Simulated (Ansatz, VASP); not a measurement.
## ZnO (x) in VASP and in Ansatz

```
Zn O
1.0
     3.24940    0.00000    0.00000
    -1.62470    2.81406    0.00000
     0.00000    0.00000    5.20380
Zn O
2 2
Direct
  0.33333 0.66667 0.00111
  0.66667 0.33333 0.50111
  0.33333 0.66667 0.38189
  0.66667 0.33333 0.88189
```

Alike in both runs: functional LDA; k mesh 9 × 9 × 6; occupations gaussian, width 0.02 eV; no spin polarisation.

Ansatz relaxed the structure, and its values are those at the end. VASP's run is a single point on that final structure, the one shown.

|  | VASP | Ansatz |
| --- | --- | --- |
| version | VASP 6.6.1 | Ansatz 0.2.0 |
| potentials or method | VASP PAW LDA potentials, release 64 (Zn, O) | scalar-relativistic, plane waves, PAW |
| plane-wave cutoff (eV) | 520 | 420 |
| valence electrons in the cell | 36 | 36 |

|  | VASP | Ansatz | Ansatz less VASP |
| --- | --- | --- | --- |
| gap on the k mesh at the Fermi level (eV) | 0.74 | 0.73 | -0.013 |
| least direct gap on the mesh (eV) | 0.74 | 0.73 | -0.013 |
| pressure (GPa) | -6.0 | -7.0 | -0.97 |

Ansatz warned: «pseudo_functional_mismatch».
